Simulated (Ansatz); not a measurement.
CdTe (zincblende), relaxed with r2SCAN in the plane-wave code Ansatz. The symmetry is F-43m (No. 216, cubic); a = 6.560 Å in the conventional setting, 35.29 Å³ an atom. Cd has 4 Te at 2.84 Å; Te has 4 Cd at 2.84 Å.

The axes x, y and z are those of this cell:
```xyz
2
Lattice="0.0000 3.2800 3.2800 3.2800 0.0000 3.2800 3.2800 3.2800 0.0000" Properties=species:S:1:pos:R:3 pbc="T T T"
Cd    0.0000    0.0000    0.0000
Te    1.6400    1.6400    1.6400
```

Unstrained: With PBE the gap is 0.662 eV and direct, at Γ. With r2SCAN the gap is 1.161 eV and direct, at Γ. The HSE06 gap is direct at Γ: 1.527 eV. Meshes: PBE 6×6×6, r2SCAN 6×6×6, HSE06 4×4×4. Strains are changes of length per length, and xy shears are angles. After each strain the atoms were relaxed again with r2SCAN within the symmetry that the strain leaves, so tilts or polar shifts that break it weren't tested; points keep the names that they have in the unstrained zone. (Simulation; spin polarisation is off.)

Q: For epitaxial +5.0 % in the xy plane, how far does the free direction move, and what happens to the gap?

A: The normal strain at zero normal stress is -7.16 %, 1.43 of the in-plane strain with the sign turned. PBE: the gap goes from 0.662 to 0.352 eV (-0.310 eV); with r2SCAN the top three valence levels at Γ, degenerate before, become 1+2 from the top over 311 meV. r2SCAN: the gap goes from 1.161 to 0.841 eV (-0.320 eV). HSE06: the gap goes from 1.527 to 1.190 eV (-0.337 eV).

Q: Apply isotropic +2.0 % on every length. How far does the gap move, against the unstrained cell?

A: PBE: the gap goes from 0.662 to 0.488 eV (-0.174 eV). r2SCAN: the gap goes from 1.161 to 0.973 eV (-0.188 eV). HSE06: the gap goes from 1.527 to 1.324 eV (-0.203 eV). The r2SCAN energy rises by 15.2 meV an atom.

Q: One strain changed the r2SCAN stress by xx +0.41, yy +0.41, zz +0.41, xy +0.13, xz +0.13, yz +0.13 GPa (compression positive) and the gap by -0.003 eV (PBE), -0.003 eV (r2SCAN), -0.001 eV (HSE06). Which kind of strain was it, and roughly how large?

A: Uniaxial -1.0 % along [111], other directions held. The pattern of the stress gives the kind; the size needs the stiffness, so it is an estimate.

Q: Estimate what xy shear, engineering strain (angle) +1.0 % does to the gap.

A: PBE: the gap goes from 0.662 to 0.637 eV (-0.025 eV); with r2SCAN the top three valence levels at Γ, degenerate before, become 1+1+1 from the top over 51 meV. r2SCAN: the gap goes from 1.161 to 1.135 eV (-0.026 eV). HSE06: the gap goes from 1.527 to 1.500 eV (-0.027 eV). The r2SCAN energy rises by 0.2 meV an atom.

Q: One strain changed the r2SCAN stress by xx -4.18, yy -4.18, zz -4.18 GPa (compression positive) and the gap by -0.414 eV (PBE), -0.453 eV (r2SCAN), -0.493 eV (HSE06). Which kind of strain was it, and roughly how large?

A: Isotropic +5.0 % on every length. The pattern of the stress gives the kind; the size needs the stiffness, so it is an estimate.

Spin-orbit coupling is left out, which matters wherever the heavy atoms make up the band edges.

The meshes of the hybrids are coarse, so their gaps aren't converged to the digits shown.

The splittings at Γ are without spin-orbit coupling, which regroups them where it is of like size or larger.
